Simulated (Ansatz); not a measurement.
Crystal: Ta.

```
Ta
1.0
    -1.65128    1.65128    1.65128
     1.65128   -1.65128    1.65128
     1.65128    1.65128   -1.65128
Ta
1
Direct
  0.00000 0.00000 0.00000
```

| Property | Result |
| --- | --- |
| Program | Ansatz 0.2.0 |
| Task | relaxation of cell and atoms |
| Functional | PBEsol |
| Potentials or basis | Ansatz PAW |
| Cutoff | 420 eV (not typed: the program's choice for these potentials) |
| k mesh | 11 × 11 × 11 |
| Occupations | fermi-dirac, width 0.05 eV |
| Spin | no spin polarisation |

At the start: volume 18.01 Å³/atom.

Q: Where does the relaxation end?

A: It ends after 4 steps and the volume is 17.63 Å³/atom (-2.1 %); space group Im-3m (No. 229, to 0.05 Å).

The path:
| step | energy change (eV) | largest force (eV/Å) | volume (Å³) |
| --- | --- | --- | --- |
| 1 | 0.0000 | 0.0000 | 18.01 |
| 2 | -0.0053 | 0.0000 | 17.67 |
| 3 | -0.0054 | 0.0000 | 17.63 |
| 4 | -0.0052 | 0.0000 | 17.63 |

Final structure:
```
Ta
1.0
    -1.63961    1.63961    1.63961
     1.63961   -1.63961    1.63961
     1.63961    1.63961   -1.63961
Ta
1
Direct
  0.00000 0.00000 0.00000
```

Caveat: the plane-wave basis is chosen anew once the cell has moved, so the energies of steps on either side of that aren't comparable; the PAW data sets come from PBE, with cores solved anew for the run's functional, which leaves a small shift of forces and pressure.
